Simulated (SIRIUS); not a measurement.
The system is Sb.

```
Sb
1.0
     3.16000    0.00000    0.00000
     0.00000    3.16000    0.00000
     0.00000    0.00000    3.16000
Sb
1
Direct
  0.00000 0.00000 0.00000
```

This isn't the form of Sb at room conditions, which is rhombohedral.

- Program: SIRIUS 7.12.0
- Task: single point
- Functional: PBEsol
- Potentials or basis: PseudoDojo 0.4.1 PBEsol standard (scalar relativistic)
- Cutoff: 1102 eV
- Density cutoff: 4408 eV
- k mesh: 8 × 8 × 8
- Occupations: fermi-dirac, width 0.05 eV
- Spin: no spin polarisation

On this cell: pressure -4.7 GPa; band gap on the k mesh none (metal or under the smearing width).

The same run follows on a disturbed copy (cell strained at random at fixed volume):

```
Sb
1.0
     3.18307   -0.00916   -0.07927
    -0.00916    3.13721   -0.05653
    -0.07927   -0.05653    3.16292
Sb
1
Direct
  0.00350 0.00307 0.97826
```

What does the disturbed cell give?

The energy (extrapolated to zero smearing) moves by +1.3 meV/atom; pressure -4.8 GPa; band gap on the k mesh none (metal or under the smearing width).

Stress tensor (GPa, compression positive):
```
-5.50 -0.13  0.52
-0.13 -3.78  0.09
 0.52  0.09 -5.05
```
